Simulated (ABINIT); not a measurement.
Cu:

```
CELL_PARAMETERS angstrom
0.00000 1.80750 1.80750
1.80750 0.00000 1.80750
1.80750 1.80750 0.00000
ATOMIC_POSITIONS crystal
Cu 0.00000 0.00000 0.00000
```

Program: ABINIT 10.8.3 (patched build). Alike in all runs: task single point; potentials or basis JTH PAW PBE v2.0; no spin polarisation; cell as given; k mesh 13 × 13 × 13; cutoff (eV) 844; smearing fermi-dirac 0.05 eV.

**Question.** Order these runs on this cell by their pressure, lowest first.
A. level r2SCAN
B. level LDA
C. level revPBE
D. level BLYP
E. level PBE

**Answer.** B (-12.0 GPa), A (-4.8 GPa), E (1.0 GPa), C (4.2 GPa), D (10.0 GPa).

Caveats: the PAW data sets were made with another functional, which shifts forces and pressure a little (some runs).
